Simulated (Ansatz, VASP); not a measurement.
**Cross-check of C between VASP and Ansatz**

Wanted: the spread between two codes on one cell, functional and k mesh. The cell is taken from a series of runs on this material, whose earlier steps may have relaxed or scaled it; both programs get it as it stands.

Method: plane waves, with VASP 6.6.1 beside it; single point at PBEsol, in Ansatz 0.2.0.

**1. The structure**

Symmetry: Fd-3m, No. 227, cubic system. The conventional cell has a = 3.572 Å, b = 3.572 Å, c = 3.572 Å, α = 90.00°, β = 90.00°, γ = 90.00°. Nearest to C lie 4 C at 1.55 Å.

**2. VASP: single point, PBEsol**

With cell and atoms fixed, the geometry can't cause a difference; cores, projectors, grids and the points listed under the comparison can.

Lines of VASP's logs that name or quote its potential files are left out, and so is its time.

File INCAR:

```
SYSTEM = C
PREC = Accurate
ENCUT = 670
EDIFF = 1E-06
NELM = 100
ISMEAR = 0
SIGMA = 0.05
LREAL = .FALSE.
ALGO = Normal
GGA = PS
NBANDS = 10
LORBIT = 11
LWAVE = .FALSE.
LCHARG = .FALSE.
KPAR = 2
ISIF = 2
```

File POSCAR:

```
C
1.0
    0.0000000000      1.7858110000      1.7858110000
    1.7858110000      0.0000000000      1.7858110000
    1.7858110000      1.7858110000      0.0000000000
C
2
Direct
    0.0000000000      0.0000000000      0.0000000000
    0.2500000000      0.2500000000      0.2500000000
```

File KPOINTS:

```
Automatic mesh
0
Gamma
14 14 14
0 0 0
```

The projector-augmented-wave data sets are C_GW (PBE family, release 64).

Command:

```sh
$ mpirun -np 2 vasp_std
```

Numbers of over 12 decimals in the logs are rounded to 6 here.

Log:

```text
[banner, memory and clock lines left out]
running    2 mpi-ranks, on    1 nodes
 distrk:  each k-point on    1 cores,    2 groups
 distr:  one band on    1 cores,    1 groups

 POSCAR found type information on POSCAR C
 POSCAR found :  1 types and       2 ions
|                                                                             |
|               ----> ADVICE to this user running VASP <----                  |
|                                                                             |
|     You enforced a specific xc type in the INCAR file but a different       |
|     [... a line on the potential file left out ...]
|     I HOPE YOU KNOW WHAT YOU ARE DOING!                                     |
|                                                                             |

 LDA part: xc-table for (Slater+PW92), standard interpolation
 POSCAR, INCAR and KPOINTS ok, starting setup
 FFT: planning ... GRIDC
 FFT: planning ... GRID_SOFT
 FFT: planning ... GRID
 WAVECAR not read
 entering main loop
       N       E                     dE             d eps       ncg     rms          rms(c)
DAV:   1     0.301537451212E+02    0.30154E+02   -0.56892E+03  2080   0.101E+03
DAV:   2    -0.184496279289E+02   -0.48603E+02   -0.44418E+02  2514   0.260E+02
DAV:   3    -0.199371984571E+02   -0.14876E+01   -0.14810E+01  2790   0.375E+01
DAV:   4    -0.199451757899E+02   -0.79773E-02   -0.79753E-02  2522   0.251E+00
DAV:   5    -0.199452084067E+02   -0.32617E-04   -0.32616E-04  2474   0.156E-01    0.466E+00
DAV:   6    -0.194512423984E+02    0.49397E+00   -0.26498E-01  3016   0.507E+00    0.253E+00
DAV:   7    -0.192767434204E+02    0.17450E+00   -0.30328E-01  3072   0.515E+00    0.336E-01
DAV:   8    -0.192770017607E+02   -0.25834E-03   -0.52208E-03  2312   0.894E-01    0.347E-02
DAV:   9    -0.192770288527E+02   -0.27092E-04   -0.27088E-05  2974   0.754E-02    0.153E-02
DAV:  10    -0.192770359304E+02   -0.70777E-05   -0.39631E-06  2300   0.214E-02    0.147E-03
DAV:  11    -0.192770359282E+02    0.22094E-08   -0.69175E-08  1316   0.328E-03
   1 F= -.19277036E+02 E0= -.19277036E+02  d E =-.446155E-12
```

OUTCAR, selected parts (step 2):

```text
ion  position               nearest neighbor table
   1  0.000  0.000  0.000-   2 1.55   2 1.55   2 1.55   2 1.55
   2  0.250  0.250  0.250-   1 1.55   1 1.55   1 1.55   1 1.55

  LATTYP: Found a face centered cubic cell.
 ALAT       =     3.5716220000

 Subroutine GETGRP returns: Found 48 space group operations
 (whereof 24 operations were pure point group operations)

The static configuration has the point symmetry T_d .
 The point group associated with its full space group is O_h .

 Found    104 irreducible k-points:

   k-points           NKPTS =    104   k-points in BZ     NKDIM =    104   number of bands    NBANDS=     10

   dimension x,y,z NGX =    24 NGY =   24 NGZ =   24
   dimension x,y,z NGXF=    48 NGYF=   48 NGZF=   48

   ENCUT  =  670.0 eV  49.24 Ry    7.02 a.u.   5.33  5.33  5.33*2*pi/ulx,y,z

   NELECT =       8.0000    total number of electrons

 k-points in reciprocal lattice and weights: Automatic mesh
   0.00000000  0.00000000  0.00000000       0.000
   0.07142857  0.00000000  0.00000000       0.003
   0.14285714  0.00000000  0.00000000       0.003
   0.21428571  0.00000000  0.00000000       0.003
   0.28571429  0.00000000  0.00000000       0.003
   0.35714286  0.00000000  0.00000000       0.003
   0.42857143  0.00000000  0.00000000       0.003
   0.50000000  0.00000000  0.00000000       0.001
   0.07142857  0.07142857  0.00000000       0.002
[...]
-0.28571429  0.42857143  0.21428571       0.009
  -0.28571429  0.50000000  0.21428571       0.004

 average (electrostatic) potential at core
       1 -45.5858       2 -45.5858

 E-fermi :   9.8902

 k-point     1 :       0.0000    0.0000    0.0000
  band No.  band energies     occupation
      1     -11.7849      2.00000
      2       9.6777      2.00000
      3       9.6777      2.00000
      4       9.6777      2.00000
      5      15.2088      0.00000
      6      15.2088      0.00000
      7      15.2088      0.00000
      8      22.9513      0.00000
      9      28.5901      0.00000
    ...

 k-point     2 :       0.0714    0.0000    0.0000
  band No.  band energies     occupation
      1     -11.6436      2.00000
      2       8.7403      2.00000
      3       9.4335      2.00000
      4       9.4335      2.00000
      5      15.5280      0.00000
      6      15.5280      0.00000
      7      15.7659      0.00000
      8      23.0678      0.00000
      9      28.8345      0.00000
    ...

 k-point     3 :       0.1429    0.0000    0.0000
  band No.  band energies     occupation
      1     -11.2214      2.00000
      2       6.6916      2.00000
      3       8.8658      2.00000
      4       8.8658      2.00000
      5      16.2741      0.00000
      6      16.2741      0.00000
      7      16.7231      0.00000
      8      23.4066      0.00000
      9      29.4048      0.00000
    ...

  Total       -0.4677910     -0.4677910     -0.4677910     -0.0000000     -0.0000000      0.0000000
  in kB      -65.8000148    -65.8000148    -65.8000148     -0.0000000     -0.0000000      0.0000000
  external PRESSURE =     -65.8000148 kB  Pullay stress =       0.0000000 kB

  energy-cutoff  :      670.00
  volume of cell :       11.39
      direct lattice vectors                 reciprocal lattice vectors
     0.000000000  1.785811000  1.785811000    -0.279984836  0.279984836  0.279984836
     1.785811000  0.000000000  1.785811000     0.279984836 -0.279984836  0.279984836
     1.785811000  1.785811000  0.000000000     0.279984836  0.279984836 -0.279984836

 POSITION                                       TOTAL-FORCE (eV/Angst)
 -----------------------------------------------------------------------------------
      0.00000      0.00000      0.00000        -0.000000     -0.000000     -0.000000
      0.89291      0.89291      0.89291         0.000000      0.000000      0.000000
 -----------------------------------------------------------------------------------
    total drift:                               -0.000000     -0.000000      0.000000

  FREE ENERGIE OF THE ION-ELECTRON SYSTEM (eV)
  ---------------------------------------------------
  free  energy   TOTEN  =       -19.2770359282 eV

  energy  without entropy=      -19.2770359282  energy(sigma->0) =      -19.27703593

 total charge
# of ion       s       p       d       tot
------------------------------------------
    1        0.793   1.694   0.000   2.487
    2        0.793   1.694   0.000   2.487
--------------------------------------------------
tot          1.585   3.389   0.000   4.974

[... 3 further parts left out ...]
```

The run ends at a pressure of -6.58 GPa.

**3. Ansatz: single point, PBEsol**

Ansatz runs on its default PAW (the set named soft_2) files.

The same cell, functional, mesh and smearing now go to Ansatz, which takes its cutoff from its data sets.

File input.yaml:

```yaml
crystal:
  lattice:
    - [0.0, 1.785811, 1.785811]
    - [1.785811, 0.0, 1.785811]
    - [1.785811, 1.785811, 0.0]
  atoms:
    - { symbol: C, position: [0.0, 0.0, 0.0] }
    - { symbol: C, position: [0.25, 0.25, 0.25] }
hamiltonian:
  xc: pbesol
  pseudopotentials: { kind: paw }
kpoints:
  mp_grid: { grid: [14, 14, 14] }
scf:
  occupations: { method: gaussian, width: 0.05 }
  n_extra_bands: 4
output:
  forces: true
  stress: true
  eigenvalues: true
```

Command:

```sh
$ ansatz run input.yaml --threads 2 --pin off --max-ram 4608MiB --backend cpu --events-out ev --progress --plain --runs-dir out
```

Log:

```text
scf.n_extra_bands = 4 over 4 filled bands (N_el = 8.0): the run solves 8 bands
Engine: ansatz 0.2.0, x86_64-unknown-linux-gnu
Pseudopotentials: kind: paw
Pseudopotential: C, paw, valence charge 4, recommended cutoff 420 eV (normal), C.paw.azcp
Functional definition: PBEsol
  exchange = pbesol_x
  correlation = pbesol_c
Crystal: 2 atoms, lattice volume = 11.390 Å³
Basis set: ecut = 420 eV, 229 PW (Γ), exchange–correlation on 36×36×36 points (8 copies of the dense FFT grid, shifted against one another)
Bands: 8, of which v1, the nominal top of the filled ones, is band 4 counted from 1 (3 counted from 0)
Symmetry: 48 space group operations
Space group: Fd-3m (ITA 227), of the structure as read, at distance tolerance 2.2e-5 Å
k-points: 104 of 2744
Non-local potential: C, projectors of the file, l = 0: 2, l = 1: 2, l = 2: 1
PAW form: soft (Blöchl's): semilocal exchange-correlation on the pseudo side does not see the compensation charge
PAW frozen core: C, regenerated for the run's functional, and the local potential with it (the file was generated under x = pbe(κ = 0.804, μ = 0.219515), c = pbe(β = 0.066725))
PAW one-centre angular grid: C, 110 points (default); XC on 64 Gauss nodes
Initial density: superposition of atomic densities (neutral atoms: chi_scale 0, normalization atom), corrected by the library's trained network
Initial wavefunctions: pseudopotential atomic-orbital guess
Functional: x = pbesol(κ = 0.804, μ = 0.123457), c = pbesol(β = 0.046)
SCF iter   1: F=—  HF=-493.333119 eV  |F-HF|=—  |Δ(HF+E_count)|=         —  Δρ=5.18e-3  dr2=2.53e-3  ethr=1.77e-3  ⟨swp⟩=4.8  Hψ=5396  notcnv=0
preconditioner: auto → none  [insulator: Δε(μ)=3.978 eV  Ē_g=19.520 eV  σ=0.050 eV  W_gap=1.00  n_scr=0 (ndim 8)  ℏωp=31.1 eV  f_vac=0.000  D(μ)=0.00/eV (n_scr^D=0)  ε∞_Penn≈3.5]
SCF iter   2: F=—  HF=-493.332487 eV  |F-HF|=—  |Δ(HF+E_count)|=   6.31e-4  Δρ=2.08e-3  dr2=4.03e-4  ethr=3.17e-5  ⟨swp⟩=1.1  Hψ=1693  notcnv=0
SCF iter   3: F=—  HF=-493.332417 eV  |F-HF|=—  |Δ(HF+E_count)|=   7.02e-5  Δρ=2.03e-4  dr2=2.40e-6  ethr=5.04e-6  ⟨swp⟩=2.0  Hψ=1248  notcnv=0
SCF iter   4: F=—  HF=-493.332420 eV  |F-HF|=—  |Δ(HF+E_count)|=   2.81e-6  Δρ=3.28e-5  dr2=7.90e-8  ethr=3.00e-8  ⟨swp⟩=2.0  Hψ=1248  notcnv=0
iter 5 did not close the SCF: its close was put off for the readings that it lacked (scf_convergence_deferred on its scf_iter line)
SCF iter   5: F=-493.332420 eV  HF=-493.332420 eV  |F-HF|=2.27e-10  |Δ(HF+E_count)|=   3.08e-8  Δρ=3.70e-6  dr2=6.56e-10  ethr=9.88e-10  ⟨swp⟩=2.1  Hψ=1257  notcnv=0
SCF iter   6: F=-493.332420 eV  HF=-493.332420 eV  |F-HF|=1.71e-13  |Δ(HF+E_count)|=  1.42e-10  Δρ=3.89e-8  dr2=3.07e-14  ethr=8.21e-12  ⟨swp⟩=1.0  Hψ=2569  notcnv=0
SCF 1 converged in 6 iterations: F = -493.332420 eV  dr2 = 3.07e-14
  greatest PAW one-centre occupation: 0.641 electrons in one spin orbital (limit 2), on the C atom at site 1 (counted from 0), in its partial waves of l = 0
SCF converged after 6 iterations
Free energy (F): -493.332420 eV
Harris-Foulkes:  -493.332420 eV  (|F-HF|=1.71e-13)
Internal energy: -493.332420 eV  (E = F + TS)
E sigma→0 (E₀):  -493.332420 eV
Fermi energy:    15.217052 eV
--- Per-component energies (eV) ---
  E_band       = 33.890671
  E_kinetic    = 183.631432
  E_local      = -121.928144  (includes V_loc(G=0)·N_el)
  E_nonlocal   = 53.320578
  E_hartree    = 26.362200
  E_xc         = -96.643711
  E_vxc        = -120.336299  (∫ρ·V_xc dr)
  E_paw        = -190.631254  (= ΣΔE_a)
  E_vpaw       = -13.521314  (= ΣTr[D̂ρ^β])
  E_aug_tail   = 0.000019  (compensation charges beyond the density's cutoff)
  E_ewald      = -347.485740
  E_core_change = 0.042201  (= ΣΔE_core)
  E_smearing   = -0.000000  (= −TS)
  E_closure    = -0.000000  (closes the sum)
  Σ components = -493.332420   (vs F -493.332420, Δ=0.00e0)
--- Forces (eV/Å), atoms counted from 1 ---
  atom   1  C     -0.00000000    -0.00000000     0.00000000
  atom   2  C     -0.00000000     0.00000000     0.00000000
  max |Σ_I F_I| component: 2.78e-16 eV/Å
--- Stress (GPa, compression-positive) ---
       -6.563949      -0.000000       0.000000
        0.000000      -6.563949      -0.000000
        0.000000      -0.000000      -6.563949
  P = ⅓ Tr σ = -6.5639 GPa (-65.639 kbar)
--- Band table (eV; the first three rows and the last of 104) ---
  k-point 0: bands = ["-8.2505", "13.2164", "13.2164", "13.2164", "18.7450", "18.7450", "18.7450", "26.4358"]
  k-point 1: bands = ["-8.1092", "12.2777", "12.9711", "12.9711", "19.0639", "19.0639", "19.3017", "26.5531"]
  k-point 2: bands = ["-7.6867", "10.2297", "12.4022", "12.4022", "19.8089", "19.8089", "20.2552", "26.8955"]
  k-point 103: bands = ["1.2242", "1.2242", "4.9420", "4.9420", "22.9125", "22.9125", "26.1602", "26.1602"]
```

In the SCF lines HF is the Harris–Foulkes energy and dr2 the Hartree energy of the density residual, in eV; the loop may stop once dr2 is under the threshold and the program's other checks hold. Hψ counts applications of the Hamiltonian.

The run ends at a pressure of -6.56 GPa.

**4. Differences**

Known differences besides the PAW data sets themselves: the cutoff is 420 eV in Ansatz and 670 eV in VASP; Ansatz makes its cores anew for this functional, VASP keeps those of its PBE data sets; VASP leaves aspherical gradient terms in its spheres out (LASPH is not set), Ansatz keeps them. Total energies have different zeros and are not compared.

The two programs side by side:

```
              quantity  Ansatz   VASP  difference
        pressure (GPa)   -6.56  -6.58       +0.02
gap on the k mesh (eV)   4.002  4.002       0.000
```

Ansatz's pressure holds a Pulay correction of 1.04 GPa; VASP's holds none.

**5. Looking for the cause**

How far does this hang on the set-up? Further runs change one program's set-up at a time, as the table lists.

```
                                                run  difference in gap on the k mesh (eV)
                                           as above                                1.9e-4
VASP with the data sets C_h and a cutoff of 1190 eV                                9.9e-4
```

**6. Outcome**

```json
{
 "difference in gap on the k mesh (single point, PBEsol)": "1.9e-4 eV"
}
```

What this shows: The difference in gap on the k mesh is 1.9e-4 eV (single point, PBEsol), within the 0.08 eV picked in this series as the mark of a large difference. For single point, PBEsol: no further run halves the difference in gap on the k mesh (one raises it to 9.9e-4 eV). Differences of this kind measure data sets and numerical settings, not the functional's error against experiment.

[Lines on the potential files, build, host, timing and source positions are cut from VASP's logs without a mark.]

[Logs are printed without paths, hosts, clocks, repeated set-up lines and the standing remarks that a program may print on its own settings, such as how far it seeks lower states.]

[Hosts, paths, dates, database ids (printed as entryN), source tags and the programs' standing remarks are cut or masked in the printed files.]
